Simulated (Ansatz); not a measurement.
Calculated quadrupolar parameters for GaS

The cell is a structure deposited in the COD, ions relaxed with PBE at fixed cell.

```cif
data_GaS
_symmetry_space_group_name_H-M 'P6_3/mmc'
_symmetry_Int_Tables_number 194
_cell_length_a 3.5850
_cell_length_b 3.5850
_cell_length_c 15.5000
_cell_angle_alpha 90.000
_cell_angle_beta 90.000
_cell_angle_gamma 120.000
loop_
_atom_site_label
_atom_site_type_symbol
_atom_site_symmetry_multiplicity
_atom_site_Wyckoff_symbol
_atom_site_fract_x
_atom_site_fract_y
_atom_site_fract_z
Ga Ga 4 f 0.3333 0.6667 0.1710
S S 4 f 0.3333 0.6667 0.6008
```

One atom of each set is listed.

Computed with Ansatz: DFT, r2SCAN, plane waves and PAW, scalar-relativistic, 500 eV cutoff, Γ-centred 14×14×3 k-points, Fermi–Dirac smearing 0.02 eV.

C_Q = eQV_zz/h, which is 24.18 MHz for Q = 1 b and V_zz = 10²¹ V/m²; η = (V_xx − V_yy)/V_zz.

⁷¹Ga: I = 3/2, Q = 107.0 mb; S-33: I = 3/2, Q = -69.40 mb. Q values from Pyykkö, Mol. Phys. 116, 1328 (2018).

```tsv
site	atoms	first shell	V_xx, V_yy, V_zz (10²¹ V/m²)	η	C_Q (MHz)
Ga	4	3 S at 2.34 Å; also 1 Ga at 2.45 Å	4.21, 4.21, -8.41	0.00	-21.8
S	4	3 Ga at 2.34 Å	2.70, 2.70, -5.40	0.00	9.06
```

An axis of threefold or higher order runs through Ga and S, so V_zz lies along it and η is zero.

The run took 31 s of wall time (31 s of CPU time) and 1 GiB at its peak, on 1 thread of Intel Xeon 6975P-C (Granite Rapids) (x86_64; 16 cores open to the job, memory cap 3.0 GiB, no GPU), a shared host with a load of 0.6 a core.
